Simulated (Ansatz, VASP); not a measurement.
**Ca in VASP and in Ansatz**

INCAR

```
  PREC = Accurate
  ENCUT = 520
  EDIFF = 1E-6
  ISMEAR = -1
  SIGMA = 0.05
  LREAL = False
  LASPH = True
  NELM = 60
  ALGO = Normal
  ISIF = 2
  LWAVE = False
  LCHARG = False
  GGA = PE
  NBANDS = 11
```

File KPOINTS:

```
Automatic mesh
0
Gamma
  9 9 9
```

Contents of POSCAR:

```
Ca
1.0
   -2.1601880904      2.1601880904      2.1512835610
    2.1601880904     -2.1601880904      2.1512835610
    2.1601880904      2.1601880904     -2.1512835610
Ca
1
Direct
    0.5000000000      0.5000000000      0.0000000000
```

Contents of input.yaml:

```yaml
crystal:
  lattice:
    - [-2.1601880904, 2.1601880904, 2.151283561]
    - [2.1601880904, -2.1601880904, 2.151283561]
    - [2.1601880904, 2.1601880904, -2.151283561]
  atoms:
    - { symbol: Ca, position: [0.5, 0.5, 0.0] }
kpoints:
  mp_grid: { grid: [9, 9, 9] }
scf:
  occupations: { method: fermi_dirac, width: 0.05 }
hamiltonian:
  xc: pbe
  pseudopotentials: { kind: all_electron, lapw: { basis_error: 0.0005 } }
output:
  forces: true
  stress: true
  eigenvalues: true
```

Change from the starting cell: volume scaled by 0.94.

Alike in both runs: task single point; functional PBE; k mesh 9 × 9 × 9; occupations fermi-dirac, width 0.05 eV; no spin polarisation.

```csv
,VASP,Ansatz
version,VASP 6.6.1,Ansatz 0.2.0
potentials or method,"VASP PAW PBE potentials, release 64 (Ca_sv)","all-electron LAPW, scalar-relativistic"
plane-wave cutoff (eV),520,see its input
```

|  | VASP | Ansatz | Ansatz less VASP |
| --- | --- | --- | --- |
| gap on the k mesh at the Fermi level (eV) | none | none | - |
| pressure (GPa) | 0.9 | 0.9 | -0.02 |

A gap of «none» marks a metal or a gap that the smearing closes. Ansatz ran all-electron here, so the differences hold the error of VASP's frozen core and of both bases.
